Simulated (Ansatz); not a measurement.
**Strain and the gap of SiO₂ (P4_2/mnm)**

SiO₂ (started from an entry of an open crystallographic database), relaxed with r2SCAN in Ansatz 0.2.0. Space group P4_2/mnm (No. 136), tetragonal; a = 4.185 Å, c = 2.669 Å in the conventional setting, 7.79 Å³ an atom. Around Si lie 6 O at 1.76–1.81 Å; around O lie 3 Si at 1.76–1.81 Å.

The axes x, y and z are those of this cell:
```
Si O
1.0
     4.18519    0.00000    0.00000
     0.00000    4.18519    0.00000
     0.00000    0.00000    2.66884
Si O
2 4
Direct
  0.00000 0.00000 0.00000
  0.50000 0.50000 0.50000
  0.30610 0.30610 0.00000
  0.19390 0.80610 0.50000
  0.69390 0.69390 0.00000
  0.80610 0.19390 0.50000
```

Unstrained: With PBE the gap is 5.555 eV and direct, at Γ. r2SCAN gives a direct gap of 6.512 eV at Γ. HSE06 gives a direct gap of 7.661 eV at Γ. Meshes: PBE 6×6×10, r2SCAN 6×6×10, HSE06 4×4×6. Strains are changes of length per length. After each strain the atoms were relaxed again with r2SCAN within the symmetry that the strain leaves, so tilts or polar shifts that break it weren't tested; points keep the names that they have in the unstrained zone. Calculated for a static, non-magnetic cell.

Changes of the least gap in eV (an overlap counts as a negative gap):
```
                           strain  volume change (%)  space group     PBE  r2SCAN   HSE06  energy rise, r2SCAN (meV/atom)
isotropic +4.46 % on every length              +14.0     P4_2/mnm  -1.976  -2.071  -2.126                           119.1
         uniaxial +1.88 % along z               +1.9     P4_2/mnm  -0.405  -0.422  -0.431                             6.3
         uniaxial +4.74 % along y               +4.7         Pnnm  -0.556  -0.589  -0.605                            22.4
```

Isotropic +4.46 % on every length. HSE06: the gap goes from 7.661 to 5.535 eV (-2.126 eV); with r2SCAN the top three valence levels at Γ, grouped 1+2 from the top over 879 meV, become 1+2 over 722 meV. Stress change with r2SCAN, compression positive: xx -26.17, yy -26.17, zz -40.91 GPa. For HSE06, dE_g/d ln V = -16.2 eV over this step.

Uniaxial +1.88 % along z, other directions held. HSE06: the gap goes from 7.661 to 7.230 eV (-0.431 eV); with r2SCAN the top three valence levels at Γ, grouped 1+2 from the top over 879 meV, become 1+2 over 846 meV. Stress change with r2SCAN, compression positive: xx -3.57, yy -3.57, zz -13.47 GPa.

Uniaxial +4.74 % along y, other directions held. HSE06: the gap goes from 7.661 to 7.056 eV (-0.605 eV); with r2SCAN the top three valence levels at Γ, grouped 1+2 from the top over 879 meV, become 1+1+1 over 901 meV. Stress change with r2SCAN, compression positive: xx -7.00, yy -18.42, zz -8.71 GPa.

The meshes of the hybrids are coarse, so their gaps aren't converged to the digits shown.

The splittings at Γ are without spin-orbit coupling, which regroups them where it is of like size or larger.
